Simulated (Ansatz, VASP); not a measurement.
Given: the input of a run of VASP 6.6.1 on InPd.

File INCAR:

```
ALGO     = Normal         # electronic algorithm
EDIFF    = 1E-7           # SCF threshold, eV
EDIFFG   = -0.01          # ionic threshold
ENCUT    = 600            # plane-wave cutoff, eV
GGA      = RE             # functional
IBRION   = 2              # ionic algorithm
ISIF     = 3              # what is computed and relaxed
ISMEAR   = -1             # smearing method
LASPH    = T              # aspherical terms in the spheres
LCHARG   = F              # write CHGCAR
LREAL    = F              # projectors in reciprocal space
LWAVE    = F              # write WAVECAR
NELM     = 60             # most SCF steps
NSW      = 60             # ionic steps
PREC     = Accurate       # precision mode
SIGMA    = 0.05           # smearing width, eV
```

The input KPOINTS:

```
k-points
0
Gamma
  8 8 8
```

Contents of POSCAR:

```
InPd
1.0
    3.2718847800      0.0000000000      0.0000000000
    0.0000000000      3.2718847800      0.0000000000
    0.0000000000      0.0000000000      3.2718847800
In Pd
1 1
Direct
    0.0000000000      0.0000000000      0.0000000000
    0.5000000000      0.5000000000      0.5000000000
```

Potentials or basis: VASP PAW PBE potentials, release 64 (In_d, Pd).

Run with:

```bash
$ cat potpaw_PBE.64/In_d/POTCAR potpaw_PBE.64/Pd/POTCAR > POTCAR
$ mpirun -np 1 vasp_std > vasp.out
```

Problem. Set up the same calculation for Ansatz 0.2.0. Potentials there: Ansatz PAW.

Solution. As run (the cutoff follows the program's own potentials):

The input input.yaml:

```yaml
crystal:
  lattice:
    - [3.27188478, 0.0, 0.0]
    - [0.0, 3.27188478, 0.0]
    - [0.0, 0.0, 3.27188478]
  atoms:
    - { symbol: In, position: [0.0, 0.0, 0.0] }
    - { symbol: Pd, position: [0.5, 0.5, 0.5] }
hamiltonian:
  xc: revpbe
  pseudopotentials: { kind: paw }
kpoints:
  mp_grid: { grid: [8, 8, 8] }
scf:
  occupations: { method: fermi_dirac, width: 0.05 }
output:
  forces: true
  stress: true
  eigenvalues: true
relax:
  f_tol: 0.01
  max_steps: 40
  cell: { stress_tol: 0.05 }
```

Potentials or basis: Ansatz PAW.

Run with:

```bash
$ ansatz run input.yaml --threads 2 --pin off --max-ram 5632MiB --backend cpu --events-out ev --progress --plain --runs-dir out
```

Both were run:

|  | VASP | Ansatz | Ansatz less VASP |
| --- | --- | --- | --- |
| gap on the k mesh at the Fermi level, each at its own relaxed structure (eV) | none | none | - |
| relaxed volume (Å³/atom) | 18.43 | 18.43 | -0.003 |
| relaxed cell length with the largest relative difference (Å) | 3.328 | 3.328 | -0.0002 |
| energy change over the relaxation (meV/atom) | -17 | -17 | +0.2 |

A gap of «none» marks a metal or a gap that the smearing closes. The two sets of potentials don't hold the same shells in valence.

Caveats: the PAW data sets were made with another functional, which shifts forces and pressure a little (VASP); the plane-wave basis is chosen anew once the cell has moved, so the energies of steps on either side of that aren't comparable (Ansatz); the PAW data sets come from PBE, with cores solved anew for the run's functional, which leaves a small shift of forces and pressure (Ansatz).
